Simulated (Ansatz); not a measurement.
# Ideal shear of a crystal plane in ZnS

Computed with DFT r2SCAN, scalar-relativistic, plane waves, PAW in Ansatz 0.2.0. Settings: plane waves to 500 eV, k-mesh 7×7×2 (Γ-centred), Gaussian smearing 0.05 eV. No spin polarisation. Energies are free energies at this smearing, counted from the undisturbed cell; pressure is positive in compression.

Reference structure (relaxed at this level):

```
Zn S
1.0
    -3.80672    0.00000    0.00000
    -1.90336   -3.29672    0.00000
     0.00000    0.00000   12.49147
Zn S
4 4
Direct
  0.33333 0.33333 0.90644
  0.33333 0.33333 0.40644
  0.66667 0.66667 0.15644
  0.66667 0.66667 0.65644
  0.33333 0.33333 0.09356
  0.33333 0.33333 0.59356
  0.66667 0.66667 0.34356
  0.66667 0.66667 0.84356
```

The cut lies on the cell's a–b face, a (0 0 1) plane (indices in the standard cell, whose axes needn't be the Cartesian ones shown) of area 12.55 Å², between layers 2.34 Å apart. Vector c is tilted by f times 1·a + 0·b (length 3.807 Å) with the atoms' Cartesian places fixed: one unrelaxed fault a cell. The traction is dγ/du, the slope of γ against the slip u in Å. Some rows repeat others by symmetry and weren't run.

```csv
f,γ (mJ/m²),traction (GPa)
0.0000,0,0.0
0.1000,60,3.2
0.2000,250,6.7
0.3000,552,8.6
0.4000,856,6.5
0.5000,989,0.0
0.6000,856,-6.5
0.8000,250,-6.7
```

Question: Read off the first barrier and the stress needed to climb it, and compare with Frenkel's sinusoid.

Answer: The first sampled maximum lies at f = 0.500, a slip of 1.90 Å, with γ ≈ 989 mJ/m², which stands in for the unstable fault energy γ_us, and the steepest sampled slope before it is 8.6 GPa. A sinusoid γ = γ_us sin²(πu/λ) with its maximum there has λ = 3.81 Å and a largest slope πγ_us/λ = 8.2 GPa (1 mJ/m² per Å = 0.01 GPa). The stand-in is too high: the stress and forces give a traction of 3.2 GPa across the line at this point, so it is no saddle, and slip that bends off the line crosses lower.

Question: Is there a metastable fault on this line?

Answer: Apart from points where γ returns to about zero, no local minimum shows among the samples, so at this sampling the line offers no fault for a dislocation to split on; a fault can still lie off the line.

The cut is rigid; relaxing the faces lowers these energies and usually the stresses.

Cost: 6 runs of about 6.8 core-minutes in all, on Arm Neoverse V2 (shared hosts).